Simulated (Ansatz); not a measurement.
Calculated with Ansatz (gas phase, PBE0-D4/def2-TZVP geometries, no zero-point term in ΔE). CBS: MP2 limit from def2 TZ/QZ plus the TZ coupled-cluster correction, frozen cores. Functionals use def2-TZVPP. def2 core potentials past Kr. For Sn outer-core shells are correlated without core-valence functions, which leaves a few kJ/mol of doubt a bond. One conformer a species, not always the lowest.

`C[SiH2][SnH2][CH3]` + `CC(=O)O` → `C[SiH2]OC(C)=O` + `[CH3][SnH3]`  (cleavage of the Si–Sn bond)

Task: Is it downhill or uphill in electronic energy at CCSD(T)/CBS, and by how much? (An estimate is asked.)

Result: The calculation gave: Downhill: ΔE = -59.9 kJ/mol.

Task: What do these levels give: PBE-D4, r2SCAN-D4, ωB97M-V, HF/def2-TZVPP, CCSD(T)/def2-TZVPP, HF/CBS(def2)? (An estimate is asked.)

Result: The calculation gave: PBE-D4 -42.9, r2SCAN-D4 -60.1, ωB97M-V -66.2, HF/def2-TZVPP -83.9, CCSD(T)/def2-TZVPP -65.4, HF/CBS(def2) -85.8 kJ/mol.

Largest T1 diagnostic among the species: 0.015.

In def2-TZVPP, CCSD(T) changes the Hartree–Fock value by +18.5 kJ/mol (the triples alone add +2.1 kJ/mol) and MP2 by +19.0 kJ/mol. From PBE to PBE0 (25 % exact exchange), in def2-TZVPP and without D4, ΔE moves by −6.0 kJ/mol.
